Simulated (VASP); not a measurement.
Write the native input for VASP 6.6.1 that does the following.

```
Task                   : relaxation of cell and atoms
Functional             : PBE
Potentials or basis    : VASP PAW PBE potentials, release 64 (Ba_sv, O)
Cutoff                 : 520 eV
k mesh                 : 8 × 8 × 8
Occupations            : gaussian, width 0.1 eV
Spin                   : no spin polarisation
Further INCAR settings : ALGO = Normal; EDIFF = 1e-06; IBRION = 2; EDIFFG = -0.01; NSW = 90; ISIF = 3
```

The structure of BaO lies in POSCAR:

```
BaO
1.0
    0.0000000000      2.7500000000      2.7500000000
    2.7500000000      0.0000000000      2.7500000000
    2.7500000000      2.7500000000      0.0000000000
Ba O
1 1
Direct
    0.0000000000      0.0000000000      0.0000000000
    0.5000000000      0.5000000000      0.5000000000
```

These files were run (other wordings do the same):

INCAR

```
SYSTEM = BaO
PREC     = Accurate       ! precision mode
ENCUT    = 520            ! plane-wave cutoff, eV
EDIFF    = 1E-6           ! SCF threshold, eV
ISMEAR   = 0              ! smearing method
SIGMA    = 0.1            ! smearing width, eV
LREAL    = .FALSE.        ! projectors in reciprocal space
LASPH    = .TRUE.         ! aspherical terms in the spheres
NELM     = 120            ! most SCF steps
ALGO     = Normal         ! electronic algorithm
ISIF     = 3              ! what is computed and relaxed
LWAVE    = .FALSE.        ! write WAVECAR
LCHARG   = .FALSE.        ! write CHGCAR
GGA      = PE             ! functional
IBRION   = 2              ! ionic algorithm
NSW      = 90             ! ionic steps
EDIFFG   = -0.01          ! ionic threshold
```

KPOINTS

```
regular mesh
0
G
  8 8 8
  0 0 0
```

Potentials or basis: VASP PAW PBE potentials, release 64 (Ba_sv, O).

Launch:

```bash
$ cat potpaw_PBE.64/Ba_sv/POTCAR potpaw_PBE.64/O/POTCAR > POTCAR
$ mpirun -np 1 vasp_std > vasp.out
```

It gave:

| Quantity | Value |
| --- | --- |
| Relaxed volume | 22.11 Å³/atom |
| Relaxed cell | a = 3.969 Å, b = 3.969 Å, c = 3.969 Å, α = 60.00°, β = 60.00°, γ = 60.00° |
| Space group after relaxing (to 0.05 Å) | Fm-3m (No. 225) |
| Energy gained by relaxing | 18.9 meV/atom |
| Ionic steps | 3 |
| Pressure after relaxing | 0.0 GPa |
| Band gap on the k mesh | 2.10 eV, direct |

Caveat: spin-orbit coupling is left out, which moves the levels of the heavy elements.

It took 21 s on 1 thread of Intel(R) Xeon(R) Platinum 8559C (Emerald Rapids), on a shared host, peak memory 0.18 GiB.
